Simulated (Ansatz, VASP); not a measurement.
# Two plane-wave programs on Eu

INCAR

```
  PREC = Accurate
  ENCUT = 520
  EDIFF = 1E-6
  ISMEAR = -1
  SIGMA = 0.05
  LREAL = False
  LASPH = True
  NELM = 120
  ALGO = Normal
  ISIF = 2
  LWAVE = False
  LCHARG = False
  ISPIN = 2
  MAGMOM = 8.5
  LORBIT = 11
  LMAXMIX = 6
  GGA = PE
  NBANDS = 18
```

Contents of KPOINTS:

```
Automatic mesh
0
Gamma
  8 8 8
```

POSCAR

```
Eu
1.0
   -2.3030000000      2.3030000000      2.3030000000
    2.3030000000     -2.3030000000      2.3030000000
    2.3030000000      2.3030000000     -2.3030000000
Eu
1
Direct
    0.0000000000      0.0000000000      0.0000000000
```

File input.yaml:

```yaml
crystal:
  lattice:
    - [-2.303, 2.303, 2.303]
    - [2.303, -2.303, 2.303]
    - [2.303, 2.303, -2.303]
  atoms:
    - { symbol: Eu, position: [0.0, 0.0, 0.0], spin: 7.0 }
hamiltonian:
  xc: pbe
  pseudopotentials: { kind: paw }
magnetization:
  spin_polarized: true
kpoints:
  mp_grid: { grid: [8, 8, 8] }
scf:
  occupations: { method: fermi_dirac, width: 0.05 }
output:
  forces: true
  stress: true
  eigenvalues: true
  write_density: true
  write_potential: true
  elf: true
  volumetric_format: npy
```

Alike in both runs: task single point; functional PBE; k mesh 8 × 8 × 8; occupations fermi-dirac, width 0.05 eV; collinear spin, ferromagnetic start.

|  | VASP | Ansatz |
| --- | --- | --- |
| version | VASP 6.6.1 | Ansatz 0.2.0 |
| potentials or method | VASP PAW PBE potentials, release 64 (Eu) | Ansatz PAW |
| plane-wave cutoff (eV) | 520 | 420 |
| valence electrons in the cell | 17 | 17 |

|  | VASP | Ansatz | Ansatz less VASP |
| --- | --- | --- | --- |
| gap on the k mesh at the Fermi level (eV) | none | none | - |
| pressure (GPa) | -1.8 | -1.6 | +0.25 |
| net moment per atom (μB) | 7.37 | 7.37 | +0.002 |
| size of the moment on the site where the two differ most (μB) | 6.70 | 7.10 | +0.392 |

Site moments also hang on the region over which each program counts them. A gap of «none» marks a metal or a gap that the smearing closes.

Caveats: spin-orbit coupling is left out, which moves the levels of the heavy elements. The state reached can hang on the start; a lower one may exist.
